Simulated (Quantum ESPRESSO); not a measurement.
# CoSi2 (Fm-3m) in Quantum ESPRESSO: a series of runs, part 2 of 2

Quantum ESPRESSO 7.5. Earlier steps stand in the parts before.

### 3 Phonons, PBE, collinear spin, ferromagnetic start

pw.in

```
&CONTROL
  calculation = 'scf'
  prefix = 'pwscf'
  outdir = './tmp'
  pseudo_dir = './pseudo'
  tprnfor = .true.
  tstress = .true.
  disk_io = 'low'
/
&SYSTEM
  ibrav = 0
  nat = 3
  ntyp = 2
  ecutwfc = 36
  ecutrho = 216
  nbnd = 22
  occupations = 'smearing'
  smearing = 'mv'
  degauss = 0.00999582
  nspin = 2
  starting_magnetization(1) = 0.1176
  starting_magnetization(2) = 0
/
&ELECTRONS
  conv_thr = 6d-10
  electron_maxstep = 120
  mixing_beta = 0.3
/
ATOMIC_SPECIES
Co    58.9332 Co.GGA_PBE-JTH.UPF
Si    28.0850 Si.GGA_PBE-JTH.UPF
CELL_PARAMETERS angstrom
   0.0000000000    2.6780000000    2.6780000000
   2.6780000000    0.0000000000    2.6780000000
   2.6780000000    2.6780000000    0.0000000000
ATOMIC_POSITIONS crystal
Co     0.0000000000    0.0000000000    0.0000000000
Si     0.7500000000    0.7500000000    0.7500000000
Si     0.2500000000    0.2500000000    0.2500000000
K_POINTS automatic
9 9 9 0 0 0
```

relax.in

```
&CONTROL
  calculation = 'vc-relax'
  prefix = 'pwscf'
  outdir = './tmp'
  pseudo_dir = './pseudo'
  tprnfor = .true.
  tstress = .true.
  disk_io = 'low'
  nstep = 40
  forc_conv_thr = 0.0001
  etot_conv_thr = 1d-06
/
&SYSTEM
  ibrav = 0
  nat = 3
  ntyp = 2
  ecutwfc = 36
  ecutrho = 216
  nbnd = 22
  occupations = 'smearing'
  smearing = 'mv'
  degauss = 0.00999582
  nspin = 2
  starting_magnetization(1) = 0.1176
  starting_magnetization(2) = 0
/
&ELECTRONS
  conv_thr = 6d-10
  electron_maxstep = 120
  mixing_beta = 0.3
/
&IONS
  ion_dynamics = 'bfgs'
/
&CELL
  cell_dynamics = 'bfgs'
  press = 0
  press_conv_thr = 0.2
/
ATOMIC_SPECIES
Co    58.9332 Co.GGA_PBE-JTH.UPF
Si    28.0850 Si.GGA_PBE-JTH.UPF
CELL_PARAMETERS angstrom
   0.0000000000    2.6780000000    2.6780000000
   2.6780000000    0.0000000000    2.6780000000
   2.6780000000    2.6780000000    0.0000000000
ATOMIC_POSITIONS crystal
Co     0.0000000000    0.0000000000    0.0000000000
Si     0.7500000000    0.7500000000    0.7500000000
Si     0.2500000000    0.2500000000    0.2500000000
K_POINTS automatic
9 9 9 0 0 0
```

scf2.in

```
&CONTROL
  calculation = 'scf'
  prefix = 'pwscf'
  outdir = './tmp'
  pseudo_dir = './pseudo'
  tprnfor = .true.
  tstress = .true.
  disk_io = 'low'
/
&SYSTEM
  ibrav = 0
  nat = 3
  ntyp = 2
  ecutwfc = 36
  ecutrho = 216
  nbnd = 22
  occupations = 'smearing'
  smearing = 'mv'
  degauss = 0.00999582
  nspin = 2
  starting_magnetization(1) = 0.1176
  starting_magnetization(2) = 0
/
&ELECTRONS
  conv_thr = 1d-13
  electron_maxstep = 120
  mixing_beta = 0.3
  startingpot = 'file'
  startingwfc = 'file'
/
ATOMIC_SPECIES
Co    58.9332 Co.GGA_PBE-JTH.UPF
Si    28.0850 Si.GGA_PBE-JTH.UPF
CELL_PARAMETERS angstrom
   0.0000000000    2.6715459717    2.6715459717
   2.6715459717    0.0000000000    2.6715459717
   2.6715459717    2.6715459717    0.0000000000
ATOMIC_POSITIONS crystal
Co     0.0000000000    0.0000000000    0.0000000000
Si     0.7500000000    0.7500000000    0.7500000000
Si     0.2500000000    0.2500000000    0.2500000000
K_POINTS automatic
9 9 9 0 0 0
```

ph.in

```
phonons of CoSi2
&INPUTPH
  prefix = 'pwscf'
  outdir = './tmp'
  tr2_ph = 1d-16
  fildyn = 'dyn'
  niter_ph = 60
  alpha_mix(1) = 0.4
/
0.0000000000 0.0000000000 0.0000000000
```

dynmat.in

```
&INPUT
  fildyn = 'dyn'
  asr = 'crystal'
  filout = 'dynmat.disp'
  fileig = 'dynmat.eig'
/
```

Potentials or basis: JTH 2.0 PBE.

Run with:

```
OMP_NUM_THREADS=1 pw.x -in pw.in > pw.out
OMP_NUM_THREADS=1 pw.x -in relax.in > relax.out
OMP_NUM_THREADS=1 pw.x -in scf2.in > scf2.out
OMP_NUM_THREADS=1 ph.x -in ph.in > ph.out
OMP_NUM_THREADS=1 dynmat.x -in dynmat.in > dynmat.out
```

pw.out:

```text
This program is part of the open-source Quantum ESPRESSO suite
     for quantum simulation of materials; please cite
         "P. Giannozzi et al., J. Phys.:Condens. Matter 21 395502 (2009);
         "P. Giannozzi et al., J. Phys.:Condens. Matter 29 465901 (2017);
         "P. Giannozzi et al., J. Chem. Phys. 152 154105 (2020);
     in publications or presentations arising from this work. More details at

     file Co.GGA_PBE-JTH.UPF: wavefunction(s)  3P 0P 3D 0D renormalized
     file Si.GGA_PBE-JTH.UPF: wavefunction(s)  0S 0P renormalized
     Message from routine setup:
     using ibrav=0 with symmetry is DISCOURAGED, use correct ibrav instead

     G-vector sticks info
     --------------------
     sticks:   dense  smooth     PW     G-vecs:    dense   smooth      PW
     Sum         757     511    163                13851     7631    1363

     Using Slab Decomposition

     bravais-lattice index     =            0
     lattice parameter (alat)  =       7.1569  a.u.
     unit-cell volume          =     259.2139 (a.u.)^3
     number of atoms/cell      =            3
     number of atomic types    =            2
     number of electrons       =        25.00
     number of Kohn-Sham states=           22
     kinetic-energy cutoff     =      36.0000  Ry
     charge density cutoff     =     216.0000  Ry
     scf convergence threshold =      6.0E-10
     mixing beta               =       0.3000
     number of iterations used =            8  plain     mixing
[... 311 lines left out ...]
    11.3323  11.3323  13.9484  16.6519  16.6519  16.6519  16.7219  16.7219
    16.7219  18.8690  18.8690  18.8690  21.5748  21.5748

          k = 0.0786 0.0786-0.0786 (   932 PWs)   bands (ev):
[... 199 lines left out ...]
   -81.5396 -44.8519 -44.8512 -44.8497   4.5377   5.3470   7.3653   7.5090
    10.7274  10.9869  11.3923  11.8305  12.5626  16.4443  17.1249  18.8930
    20.5804  22.2630  23.4393  25.8086  26.6155  27.1661

 ------ SPIN DOWN ----------

          k = 0.0000 0.0000 0.0000 (   941 PWs)   bands (ev):

   -81.5397 -44.8495 -44.8495 -44.8495   0.0724   9.1386   9.1386   9.1386
    11.3323  11.3323  13.9484  16.6519  16.6519  16.6519  16.7218  16.7218
    16.7218  18.8690  18.8690  18.8690  21.5748  21.5748

          k = 0.0786 0.0786-0.0786 (   932 PWs)   bands (ev):
[... 199 lines left out ...]
   -81.5395 -44.8519 -44.8512 -44.8497   4.5377   5.3470   7.3653   7.5090
    10.7274  10.9869  11.3923  11.8305  12.5626  16.4443  17.1249  18.8930
    20.5804  22.2630  23.4393  25.8086  26.6155  27.1659

     the Fermi energy is    13.2014 ev

!    total energy              =    -470.27529164 Ry
     total all-electron energy =      -470.275292 Ry
     estimated scf accuracy    <          1.6E-11 Ry
     smearing contrib. (-TS)   =       0.00003749 Ry
     internal energy E=F+TS    =    -470.27532913 Ry

     The total energy is F=E-TS. E is the sum of the following terms:
     one-electron contribution =    -224.63983981 Ry
     hartree contribution      =     111.78711640 Ry
     xc contribution           =     -37.55125499 Ry
     ewald contribution        =    -170.40561011 Ry
     one-center paw contrib.   =    -149.46574063 Ry

     total magnetization       =    -0.00 Bohr mag/cell
     absolute magnetization    =     0.00 Bohr mag/cell

     convergence has been achieved in  15 iterations

     negative rho (up, down):  5.520E-03 5.520E-03

     Forces acting on atoms (cartesian axes, Ry/au):

     atom    1 type  1   force =     0.00000000    0.00000000    0.00000000
     atom    2 type  2   force =    -0.00000000    0.00000000   -0.00000000
     atom    3 type  2   force =    -0.00000000   -0.00000000    0.00000000

     Total force =     0.000000     Total SCF correction =     0.000000

     Computing stress (Cartesian axis) and pressure

     negative rho (up, down):  5.520E-03 5.520E-03
          total   stress  (Ry/bohr**3)                   (kbar)     P=      -13.34
  -0.00009070   0.00000000   0.00000000          -13.34        0.00        0.00
   0.00000000  -0.00009070   0.00000000            0.00      -13.34        0.00
   0.00000000   0.00000000  -0.00009070            0.00        0.00      -13.34

=------------------------------------------------------------------------------=
   JOB DONE.
=------------------------------------------------------------------------------=
```

relax.out:

```text
This program is part of the open-source Quantum ESPRESSO suite
     for quantum simulation of materials; please cite
         "P. Giannozzi et al., J. Phys.:Condens. Matter 21 395502 (2009);
         "P. Giannozzi et al., J. Phys.:Condens. Matter 29 465901 (2017);
         "P. Giannozzi et al., J. Chem. Phys. 152 154105 (2020);
[... 850 lines left out ...]
  -0.00000000  -0.00000171   0.00000000           -0.00       -0.25        0.00
   0.00000000   0.00000000  -0.00000171            0.00        0.00       -0.25

=------------------------------------------------------------------------------=
   JOB DONE.
=------------------------------------------------------------------------------=
```

Run time: 25 min. Hardware: 1 thread of Arm Neoverse V1, shared host; peak memory 0.2 GiB.

What came out:

| Property | Result |
| --- | --- |
| Free energy | -6398.4181 eV |
| Band gap on the k mesh | none (metal or under the smearing width) |
| Net moment | 0.00 μB per cell |
| Absolute moment | 0.00 μB per cell |
| Valence electrons inside the program's atomic spheres | Co 15.50; Si 1.74 |
| Highest phonon frequency at Γ | 340 cm⁻¹ |

Levels at points of the mesh, in eV from the Fermi level:
Spin up:
```tsv
k point	band 9	band 10	band 11	band 12	band 13	band 14	band 15	band 16	band 17	band 18
(0.00, 0.00, 0.00)	-1.89	-1.89	0.82	3.48	3.48	3.48	3.52	3.52	3.52	5.70
```
Spin down:
```csv
k point,band 10,band 11,band 12,band 13,band 14,band 15,band 16,band 17
"(0.00, 0.00, 0.00)",-1.89,0.82,3.48,3.48,3.48,3.52,3.52,3.52
```

Phonon frequencies in cm⁻¹ (negative: imaginary):
| q point | frequencies |
| --- | --- |
| (0.000, 0.000, 0.000) | 34 34 34 336 336 336 340 340 340 |

Optical modes at Γ, degenerate ones joined:
| cm⁻¹ | components | symmetry | active in |
| --- | --- | --- | --- |
| 336 | 3 | T2g | Raman |
| 342 | 3 | T1u | IR |

Caveat: the cutoff is too short for stress, so the log's stress isn't used; the cutoff is low for these files, which shifts pressure and relaxed volume; the starting moments collapsed, and a magnetic state may lie lower; before the sum rule the acoustic modes lie tens of cm⁻¹ from zero, a sign that the density grid also shifts the optical modes.
